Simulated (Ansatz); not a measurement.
**InSe (C2/m), one atom moved along a line**

Level of theory: Ansatz, DFT PBEsol, scalar-relativistic, plane waves, PAW. The runs took a 420 eV cutoff, a Γ-centred 8×8×6 mesh and Gaussian smearing (0.05 eV). No spin polarisation. Energies are free energies at this smearing, counted from the undisturbed cell; pressure is positive in compression.

Reference structure (relaxed at this level; this form isn't the usual structure):

```
CELL_PARAMETERS angstrom
5.87493 -2.05527 -0.00529
5.87493 2.05527 -0.00529
-1.60512 0.00000 4.27209
ATOMIC_POSITIONS crystal
In 0.88580 0.88580 0.02905
In 0.11420 0.11420 0.97095
Se 0.65472 0.65472 0.63749
Se 0.34528 0.34528 0.36251
```

Atom 1 (In) is moved by x along the Cartesian unit vector (0.000, 0.000, 1.000); the cell and all other atoms stay fixed.

| x (Å) | ΔE (meV/cell) | force along x on the moved atoms (eV/Å) | pressure (GPa) | gap on the mesh (eV) |
| --- | --- | --- | --- | --- |
| -0.1000 | 19.4 | 0.38 | -0.1 | 0.67 |
| -0.0800 | ? | 0.31 | -0.1 | ? |
| -0.0600 | ? | 0.23 | -0.1 | ? |
| -0.0400 | 3.1 | 0.16 | 0.0 | 0.68 |
| -0.0200 | 0.8 | 0.08 | 0.0 | 0.69 |
| 0.0000 | 0.0 | 0.00 | 0.0 | 0.69 |
| 0.0400 | 3.2 | -0.16 | ? | ? |
| 0.0600 | 7.2 | -0.24 | 0.1 | 0.70 |
| 0.0800 | 12.9 | -0.32 | 0.2 | 0.71 |
| 0.1000 | 20.2 | -0.41 | 0.2 | 0.71 |

Problem. Give the withheld values.

Solution. ΔE (meV/cell) at x (Å) = -0.0800: 12.5; gap on the mesh (eV) at x (Å) = -0.0800: 0.68; ΔE (meV/cell) at x (Å) = -0.0600: 7.0; gap on the mesh (eV) at x (Å) = -0.0600: 0.68; pressure (GPa) at x (Å) = 0.0400: 0.1; gap on the mesh (eV) at x (Å) = 0.0400: 0.70.

Cost: 10 runs of about 5.5 core-minutes in all, on Intel Xeon Processor @ 2.70GHz (shared hosts).